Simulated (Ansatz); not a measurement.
## TePb: optical spectrum from first principles

Aim: the dielectric function of TePb, and the optical constants that follow from it.

Main program and level: Ansatz 0.2.0; DFT, PBE, plane-wave PAW, default files, scalar-relativistic, independent-particle optical response without local fields.

Experimental background.

For PbTe, rock salt (literature value, sample not described), “Two-valence band electron and heat transport in monocrystalline PbTe-CdTe solid solutions with high Cd content” (2019, arxiv:1911.05387) quotes earlier work: band gap (fundamental direct gap at L; experimental literature value used in …) 310 meV [Literature experimental value used as model input in the theory part; measurement …].

This is a report of a sequence of runs, with most program output left out.

## Step 1: The structure

It takes space group Fm-3m (No. 225, cubic). The conventional cell has a = 6.462 Å, b = 6.462 Å, c = 6.462 Å, α = 90.00°, β = 90.00°, γ = 90.00°. Nearest to Pb lie 6 Te at 3.23 Å. Te has 6 Pb at 3.23 Å nearest. Farther neighbours and most contacts between anions are not listed.

## Step 2: Ground state and bands

The self-consistent density comes first; it also tells whether there is a gap, which decides the occupations and the need for a Drude term.

This step: DFT, PBE, plane-wave PAW, default files, scalar-relativistic, ground state (Ansatz 0.2.0).

Contents of input.yaml:

```yaml
crystal:
  lattice:
    - [0.0, 3.231, 3.231]
    - [3.231, 0.0, 3.231]
    - [3.231, 3.231, 0.0]
  atoms:
    - { symbol: Pb, position: [0.0, 0.0, 0.0] }
    - { symbol: Te, position: [0.5, 0.5, 0.5] }
kpoints:
  mp_grid: { grid: [7, 7, 7] }
  band_path:
    path:
      - [[0.0, 0.0, 0.0], [0.5, 0.0, 0.5], [0.5, 0.25, 0.75], [0.375, 0.375, 0.75], [0.0, 0.0, 0.0], [0.5, 0.5, 0.5], [0.625, 0.25, 0.625], [0.5, 0.25, 0.75], [0.5, 0.5, 0.5], [0.375, 0.375, 0.75]]
      - [[0.625, 0.25, 0.625], [0.5, 0.0, 0.5]]
    npoints: 5
scf:
  occupations: { method: fermi_dirac, width: 0.05 }
  n_extra_bands: 6
hamiltonian:
  xc: pbe
  pseudopotentials: { kind: paw }
output:
  forces: true
  stress: true
  populations: true
  write_bands: true
```

Launch:

```bash
ansatz run input.yaml --threads 4 --pin off --max-ram 8192MiB --backend cpu --events-out ev --progress --plain --runs-dir out
```

It took 1.5 s on 4 threads of Arm Neoverse V1, shared host; peak memory 0.35 GiB; 4.7 s of CPU time.

This step gave:

```
free energy                  : -18887.1656 eV
Fermi energy                 : 9.110 eV
gap by band count            : 1.008 eV
electrons                    : 30
symmetry operations          : 48
pressure                     : 2.115 GPa
volume                       : 67.46 Å³
gap on the path              : 0.7311 eV
least direct gap on the path : 0.7311 eV
```

There is a gap, 0.73 eV on the path, so no carriers' term is needed. The cell is left with a pressure of 2.1 GPa, as it stands unrelaxed at this level.

The electronic bands at the labelled points (eV, zero at the Fermi level; v1 is the highest filled band, c1 the lowest empty one):

| point | v4 | v3 | v2 | v1 | c1 | c2 | c3 | c4 |
| --- | --- | --- | --- | --- | --- | --- | --- | --- |
| Γ | -6.00 | -1.76 | -1.76 | -1.76 | 3.67 | 3.67 | 3.67 | 5.41 |
| 0.40 of the way | -6.97 | -2.34 | -2.34 | -1.00 | 1.45 | 3.89 | 3.89 | 3.99 |
| X | -7.69 | -4.91 | -3.21 | -3.21 | 2.89 | 5.06 | 5.06 | 6.29 |
| 0.40 of the way | -7.95 | -4.79 | -3.44 | -2.58 | 3.30 | 3.78 | 5.26 | 6.02 |
| W | -8.38 | -4.20 | -4.20 | -0.77 | 1.26 | 4.82 | 4.82 | 6.44 |
| 0.40 of the way | -8.37 | -4.41 | -3.77 | -1.23 | 1.76 | 4.28 | 5.26 | 5.66 |
| K | -8.36 | -4.53 | -2.71 | -2.49 | 3.17 | 3.38 | 4.73 | 5.53 |
| 0.40 of the way | -8.10 | -3.25 | -1.29 | -0.75 | 1.01 | 1.20 | 4.05 | 6.13 |
| Γ | -6.00 | -1.76 | -1.76 | -1.76 | 3.67 | 3.67 | 3.67 | 5.41 |
| 0.40 of the way | -6.99 | -1.66 | -1.66 | -1.24 | 2.17 | 2.45 | 2.45 | 5.33 |
| L | -8.98 | -1.30 | -1.30 | -0.41 | 0.33 | 0.86 | 0.86 | 7.97 |
| 0.40 of the way | -8.85 | -2.72 | -1.80 | -1.36 | 1.37 | 1.59 | 2.81 | 6.77 |
| U | -8.36 | -4.53 | -2.71 | -2.49 | 3.17 | 3.38 | 4.73 | 5.53 |
| 0.40 of the way | -8.36 | -4.47 | -3.44 | -1.66 | 2.24 | 4.01 | 5.21 | 5.41 |
| W | -8.38 | -4.20 | -4.20 | -0.77 | 1.26 | 4.82 | 4.82 | 6.44 |
| 0.60 of the way | -8.81 | -2.78 | -2.52 | -0.89 | 0.83 | 2.51 | 3.00 | 6.72 |
| L | -8.98 | -1.30 | -1.30 | -0.41 | 0.33 | 0.86 | 0.86 | 7.97 |
| 0.40 of the way | -8.85 | -2.72 | -1.80 | -1.36 | 1.37 | 1.59 | 2.81 | 6.77 |
| K | -8.36 | -4.53 | -2.71 | -2.49 | 3.17 | 3.38 | 4.73 | 5.53 |
| jump to U | -8.36 | -4.53 | -2.71 | -2.49 | 3.17 | 3.38 | 4.73 | 5.53 |
| 0.40 of the way | -8.00 | -4.77 | -3.03 | -2.92 | 3.30 | 4.30 | 4.52 | 5.99 |
| X | -7.69 | -4.91 | -3.21 | -3.21 | 2.89 | 5.06 | 5.06 | 6.29 |

## Step 3: Spectrum

With the density converged, the vertical transitions are summed over the zone.

This step: DFT, PBE, plane-wave PAW, default files, scalar-relativistic, independent-particle optical response without local fields (Ansatz 0.2.0).

input.yaml, the sections that differ from step 2:

```yaml
kpoints:
  mp_grid: { grid: [7, 7, 7] }
scf:
  occupations: { method: fixed }
output:
  optics:
    e_range: [0, 14]
    de: 0.05
    sigma: 0.1
    nscf_kmesh: { grid: [6, 6, 6] }
    bands: { spectra_wanted_up_to: 14 }
# crystal, hamiltonian: as in step 2
```

Run time: 11 s. Hardware: 4 threads; peak memory 0.64 GiB; 42 s of CPU time.

Read-outs, printed or worked out from the files:

```
electronic dielectric constant ε∞, mean over x, y and z (by symmetry where fewer were run)                                                          : 29.25
absorption onset, first axis (α over 10⁴ cm⁻¹, or the direct gap if that lies higher)                                                               : 0.9647 eV
main peak of Im epsilon, first axis                                                                                                                 : 1.910 eV
photocurrent from vertical transitions in a film 500 nm thick on a perfect mirror (two passes), AM1.5G, no front reflection, all carriers collected : 50.98 mA/cm²
least direct gap on the mesh                                                                                                                        : 0.7311 eV
bands summed                                                                                                                                        : 38
spectra valid up to                                                                                                                                 : 20.76 eV
program's estimate of the k-sum error in Im epsilon                                                                                                 : 0.21 %
electrons in the f-sum                                                                                                                              : 18.35
```

The Im ε, any direction has structure finer than the step of the table below, so its rows give means over 0.5 eV, whole bins alone (the curve runs from 0 to 14 eV). Peaks (eV: height): 1.90: 98.8.

Table of Im ε, any direction by photon energy; means over each step:

photon energy (eV), Im ε, any direction and a bar:
```
      0.5        0.0 
      1.0        2.3 #
      1.5       31.1 ############
      2.0       80.9 ##############################
      2.5       30.8 ###########
      3.0       12.3 #####
      3.5        6.1 ##
      4.0        3.5 #
      4.5        2.3 #
      5.0        1.8 #
      5.5        2.8 #
      6.0        4.4 ##
      6.5        4.9 ##
      7.0        4.9 ##
      7.5        3.2 #
      8.0        2.1 #
      8.5        1.8 #
      9.0        1.7 #
      9.5        1.9 #
     10.0        1.5 #
     10.5        1.2 
     11.0        0.9 
     11.5        0.8 
     12.0        0.7 
     12.5        0.6 
     13.0        0.5 
     13.5        0.5
```

Re ε, any direction against photon energy:

| photon energy (eV) | Re ε, any direction |
| --- | --- |
| 0.0 | 29.2 |
| 0.5 | 31.3 |
| 1.0 | 41.0 |
| 1.5 | 65.2 |
| 2.0 | -6.14 |
| 2.5 | -27.1 |
| 3.0 | -17.8 |
| 3.5 | -11.3 |
| 4.0 | -7.16 |
| 4.5 | -4.32 |
| 5.0 | -1.83 |
| 5.5 | -0.118 |
| 6.0 | 1.14 |
| 6.5 | 0.463 |
| 7.0 | -2.06 |
| 7.5 | -2.74 |
| 8.0 | -2.09 |
| 8.5 | -1.42 |
| 9.0 | -1.05 |
| 9.5 | -0.772 |
| 10.0 | -1.22 |
| 10.5 | -1.01 |
| 11.0 | -0.821 |
| 11.5 | -0.623 |
| 12.0 | -0.442 |
| 12.5 | -0.311 |
| 13.0 | -0.222 |
| 13.5 | -0.104 |
| 14.0 | -0.0503 |

The reflectivity at normal incidence, any direction has structure finer than the step of the table below, so its rows give means over 0.5 eV, whole bins alone (the curve runs from 0 to 14 eV). Peaks (eV: height): 2.90: 78.5, 6.20: 36.0, 7.65: 51.0, 10.35: 42.7.

Reflectivity at normal incidence, any direction against photon energy; means over each step:

| photon energy (eV) | reflectivity at normal incidence, any direction (%) |
| --- | --- |
| 0.5 | 48.7 |
| 1.0 | 53.5 |
| 1.5 | 62.8 |
| 2.0 | 74.6 |
| 2.5 | 77.9 |
| 3.0 | 78.5 |
| 3.5 | 77.8 |
| 4.0 | 75.4 |
| 4.5 | 69.0 |
| 5.0 | 48.1 |
| 5.5 | 23.6 |
| 6.0 | 27.2 |
| 6.5 | 32.5 |
| 7.0 | 42.9 |
| 7.5 | 50.4 |
| 8.0 | 49.4 |
| 8.5 | 43.5 |
| 9.0 | 37.5 |
| 9.5 | 33.2 |
| 10.0 | 41.6 |
| 10.5 | 42.4 |
| 11.0 | 41.5 |
| 11.5 | 39.5 |
| 12.0 | 34.8 |
| 12.5 | 32.0 |
| 13.0 | 30.0 |
| 13.5 | 26.3 |

Table of loss function −Im 1/ε at q → 0, any direction by energy loss; read off at these points:

| energy loss (eV) | loss function −Im 1/ε at q → 0, any direction |
| --- | --- |
| 0.50 | 0 |
| 1.00 | 9.6e-4 |
| 1.50 | 0.00528 |
| 2.00 | 0.0108 |
| 2.50 | 0.0184 |
| 3.00 | 0.0261 |
| 3.50 | 0.0364 |
| 4.00 | 0.0542 |
| 4.50 | 0.0952 |
| 5.00 | 0.273 |
| 5.25 | 0.473 |
| 5.50 | 0.328 |
| 6.00 | 0.206 |
| 6.50 | 0.193 |
| 7.00 | 0.170 |
| 7.50 | 0.181 |
| 8.00 | 0.240 |
| 8.50 | 0.343 |
| 9.00 | 0.432 |
| 9.50 | 0.461 |
| 10.00 | 0.400 |
| 10.50 | 0.489 |
| 11.00 | 0.603 |
| 11.50 | 0.786 |
| 12.00 | 1.01 |
| 12.50 | 1.28 |
| 13.00 | 1.58 |
| 13.50 | 2.03 |
| 14.00 | 2.54 |

Values under 1 per cm are given as 1. The absorption coefficient, any direction by photon energy:

| photon energy (eV) | absorption coefficient, any direction (1/cm) |
| --- | --- |
| 0.000 | 1 |
| 0.500 | 1 |
| 1.000 | 12852 |
| 1.500 | 2.4e5 |
| 2.000 | 1.4e6 |
| 2.500 | 1.5e6 |
| 3.000 | 1.3e6 |
| 3.500 | 1.2e6 |
| 4.000 | 1.1e6 |
| 4.500 | 9.8e5 |
| 5.000 | 7.5e5 |
| 5.500 | 7.0e5 |
| 6.000 | 8.1e5 |
| 6.500 | 1.0e6 |
| 7.000 | 1.4e6 |
| 7.500 | 1.4e6 |
| 8.000 | 1.3e6 |
| 8.500 | 1.2e6 |
| 9.000 | 1.1e6 |
| 9.500 | 1.1e6 |
| 10.000 | 1.3e6 |
| 10.500 | 1.2e6 |
| 11.000 | 1.1e6 |
| 11.500 | 1.0e6 |
| 12.000 | 9.7e5 |
| 12.500 | 9.0e5 |
| 13.000 | 8.4e5 |
| 13.500 | 7.4e5 |
| 14.000 | 6.7e5 |

At chosen wavelengths:

| wavelength (nm) | n | k | R (%) | 1/α |
| --- | --- | --- | --- | --- |
| 1550 | 5.98 | 0.027 | 50.9 | 4.5 µm |
| 800 | 8.44 | 1.896 | 63.6 | 34 nm |
| 532 | 3.31 | 6.295 | 77.3 | 6.7 nm |
| 450 | 1.78 | 5.030 | 78.4 | 7.1 nm |
| 365 | 0.93 | 3.647 | 78.1 | 8.0 nm |
| 308 | 0.61 | 2.713 | 75.4 | 9.0 nm |
| 193 | 1.52 | 1.397 | 26.8 | 11 nm |

A polished face would reflect 77 % of daylight and look near white (CIE x = 0.310, y = 0.328 under D65).

The f-sum over the summed bands holds 18.4 of the cell's 30 electrons outside the frozen cores, 20 of which lie in bands more than 12 eV below the Fermi level, whose transitions come at higher energies. Up to 14 eV the strength has a mean oscillator energy of 2.7 eV, well above the main peak, so higher transitions carry much of it.

## Step 4: Summary of results

```
gap on the path                                                                                                                                     : 0.731 eV
least direct gap on the path                                                                                                                        : 0.731 eV
electronic dielectric constant ε∞, mean over x, y and z (by symmetry where fewer were run) (independent particles)                                  : 29.2
absorption onset, first axis (α over 10⁴ cm⁻¹, or the direct gap if that lies higher)                                                               : 0.965 eV
main peak of Im epsilon, first axis                                                                                                                 : 1.91 eV
photocurrent from vertical transitions in a film 500 nm thick on a perfect mirror (two passes), AM1.5G, no front reflection, all carriers collected : 51.0 mA/cm²
```

At this level (PBE, independent particles) TePb has ε∞ = 29.2 and n = 5.98 at 1550 nm; absorption sets in near 1.0 eV, and Im ε peaks at 1.9 eV. The gap on the path is direct, 0.73 eV. The absorption coefficient passes 10⁴ cm⁻¹ at 0.96 eV, in the infrared, so it absorbs across the visible. Distinct maxima of Im ε, read by a parabola through the highest points, lie at 1.91 eV (99) and 6.60 eV (5.8). The f-sum over the summed bands holds 18.4 of the cell's 30 electrons outside the frozen cores, 20 of which lie in bands more than 12 eV below the Fermi level, whose transitions come at higher energies. Up to 14 eV the strength has a mean oscillator energy of 2.7 eV, well above the main peak, so higher transitions carry much of it. A polished face would reflect 77 % of daylight and look near white (CIE x = 0.310, y = 0.328 under D65). Excitons and phonon-assisted transitions are missing, and so are local fields; PBE gaps are as a rule too small, which pulls the onset down and ε∞ up, while the missing spin-orbit coupling works the other way with such heavy atoms. In the base run ε includes the program's bounded estimate of what the bands above those summed add. Spin-orbit coupling is left out although heavy atoms are present.

Comparison with the measured values:

| quantity | measured | PBE |
| --- | --- | --- |
| band gap (direct gap) (eV) | 0.31 | 0.73 (+0.42 eV) |

Measured values from arxiv:1911.05387 (2019).

**Verdict.** The band gap is off by +0.42 eV. Spin-orbit coupling, left out here, can change the gap with such heavy elements. Zero-point and thermal motion shift the measured gap. No cell relaxation is part of this session.

[Logs are printed without paths, hosts, clocks, repeated set-up lines and the standing remarks that a program may print on its own settings, such as how far it seeks lower states.]

[Hosts, paths, dates, database ids (printed as entryN), source tags and the programs' standing remarks are cut or masked in the printed files.]
